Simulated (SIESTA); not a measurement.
# HfC under changes of volume

One of the cells (12.568 Å³/atom); the others are scaled copies at fixed shape and fractional positions:

```
CELL_PARAMETERS angstrom
0.00000 2.32500 2.32500
2.32500 0.00000 2.32500
2.32500 2.32500 0.00000
ATOMIC_POSITIONS crystal
Hf 0.50000 0.50000 0.50000
C 0.00000 0.00000 0.00000
```

```yaml
Program: SIESTA 5.4.2
Functional: RPBE
Potentials_or_basis: PseudoDojo 0.4 standard (PBE files)
Basis: DZP (energy shift 0.002 Ry)
Grid_cutoff: 800 Ry
Energy_shift: 0.002 Ry
k_mesh: 10 × 10 × 10
Occupations: fermi-dirac, width 0.05 eV
Spin: no spin polarisation
```

```csv
volume (Å³/atom),energy over the lowest point (meV/atom),pressure (GPa)
11.814,74.91,23.7
12.065,42.87,17.4
12.317,20.17,11.6
12.568,6.14,6.3
12.819,0.00,1.6
13.071,0.95,-2.7
13.322,?,?
```

Question: What does the run at 13.322 Å³/atom give?

Answer: Energy over the lowest point 8.44 meV/atom; pressure -6.7 GPa.

Worked out: A Birch-Murnaghan fit of order 3 (a polynomial in V^(-2/3)) to the other rows has its minimum at 12.91 Å³/atom with B0 = V·E''(V) = 227 GPa and B' = 3.7. It gives 8.45 meV/atom at 13.322 Å³/atom, against the run's 8.44, and -dE/dV = -6.7 GPa, against -6.7.

Energies are extrapolated to zero smearing.

Caveats: semicore shells carry a single zeta, which can move pressures by several GPa and volumes by a few percent; the potentials were made for another functional, which shifts forces and pressure; the basis of atomic orbitals isn't converged, which shifts pressures, moduli and gaps.
